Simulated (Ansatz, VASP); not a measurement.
This is a calculation of Mg for Ansatz 0.2.0.

input.yaml

```yaml
crystal:
  lattice:
    - [3.2093, 0.0, 0.0]
    - [-1.60465, 2.7793353284, 0.0]
    - [0.0, 0.0, 5.2103]
  atoms:
    - { symbol: Mg, position: [0.6666666667, 0.3333333333, 0.75] }
    - { symbol: Mg, position: [0.3333333333, 0.6666666667, 0.25] }
kpoints:
  mp_grid: { grid: [10, 10, 5] }
scf:
  occupations: { method: fermi_dirac, width: 0.05 }
hamiltonian:
  xc: rpbe
  pseudopotentials: { kind: all_electron, lapw: { basis_error: 0.001 } }
output:
  forces: true
  stress: true
relax:
  f_tol: 0.005
  max_steps: 60
  cell: {}
```

Potentials or basis: all-electron LAPW, scalar-relativistic.

Launch:

```bash
$ ansatz run input.yaml --threads 1 --pin off --max-ram 3072MiB --backend cpu --events-out ev --progress --plain --runs-dir out
```

**Question.** Set up the same calculation for VASP 6.6.1. Potentials there: VASP PAW PBE potentials, release 64 (Mg).

**Answer.** As run (the cutoff follows the program's own potentials):

File INCAR:

```
PREC     = Accurate       # precision mode
ENCUT    = 600            # plane-wave cutoff, eV
EDIFF    = 1E-6           # SCF threshold, eV
ISMEAR   = -1             # smearing method
SIGMA    = 0.05           # smearing width, eV
LREAL    = False          # projectors in reciprocal space
LASPH    = True           # aspherical terms in the spheres
NELM     = 80             # most SCF steps
ALGO     = Normal         # electronic algorithm
ISIF     = 3              # what is computed and relaxed
LWAVE    = False          # write WAVECAR
LCHARG   = False          # write CHGCAR
GGA      = RP             # functional
IBRION   = 2              # ionic algorithm
NSW      = 80             # ionic steps
EDIFFG   = -0.005         # ionic threshold
```

File KPOINTS:

```
Automatic mesh
0
Gamma
  10 10 5
```

File POSCAR:

```
Mg
1.0
    3.2093000000      0.0000000000      0.0000000000
   -1.6046500000      2.7793353284      0.0000000000
    0.0000000000      0.0000000000      5.2103000000
Mg
2
Direct
    0.6666666667      0.3333333333      0.7500000000
    0.3333333333      0.6666666667      0.2500000000
```

Potentials or basis: VASP PAW PBE potentials, release 64 (Mg).

The run is started by

```bash
$ cat potpaw_PBE.64/Mg/POTCAR > POTCAR
$ mpirun -np 1 vasp_std > vasp.out
```

Both were run:

|  | VASP | Ansatz | Ansatz less VASP |
| --- | --- | --- | --- |
| relaxed volume (Å³/atom) | 23.66 | 23.75 | +0.098 |
| relaxed cell length with the largest relative difference (Å) | 5.344 | 5.352 | +0.0078 |
| energy change over the relaxation (meV/atom) | -3 | -3 | -0.4 |

Ansatz ran all-electron here, so the differences hold the error of VASP's frozen core and of both bases.

Caveats: the PAW data sets were made with another functional, which shifts forces and pressure a little (VASP). RPBE and its kin give volumes clearly too large for solids. Zero-point motion and thermal expansion aren't in these numbers.
